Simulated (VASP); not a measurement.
Ho under changes of volume

One of the cells (32.178 Å³/atom); the others are scaled copies at fixed shape and fractional positions:

```
Ho
1.0
    -2.00370    2.00370    2.00370
     2.00370   -2.00370    2.00370
     2.00370    2.00370   -2.00370
Ho
1
Direct
  0.00000 0.00000 0.00000
```

This isn't the form of Ho at room conditions, which is hcp.

```yaml
Program: VASP 6.6.1
Functional: PBE
Potentials_or_basis: VASP PAW PBE potentials, release 64 (Ho)
Cutoff: 520 eV
k_mesh: 9 × 9 × 9
Occupations: fermi-dirac, width 0.05 eV
Spin: collinear spin, ferromagnetic start
Starting_moments: "[4.0] μB"
```

```tsv
volume (Å³/atom)	energy over the lowest point (meV/atom)	pressure (GPa)	moment (μB per cell)
29.654	?	?	?
30.285	41.78	3.8	3.64
30.916	28.21	2.8	3.64
32.178	9.50	1.8	3.65
32.809	3.72	1.2	3.66
33.440	0.00	0.7	3.68
```

**Question.** What does the run at 29.654 Å³/atom give?

**Answer.** Energy over the lowest point 58.45 meV/atom; pressure 4.6 GPa; moment 3.64 μB per cell.

Worked out: A Birch-Murnaghan fit of order 3 (a polynomial in V^(-2/3)) to the other rows has no minimum within the range. It gives 58.63 meV/atom at 29.654 Å³/atom, against the run's 58.45, and -dE/dV = 4.7 GPa, against 4.6. A parabola through the other rows of the moment, of slope -0.0141 μB per Å³/atom there, extrapolates to 3.65 μB, against the run's 3.64.

Energies are extrapolated to zero smearing.

Caveats: the magnetic or orbital state may not be the lowest.
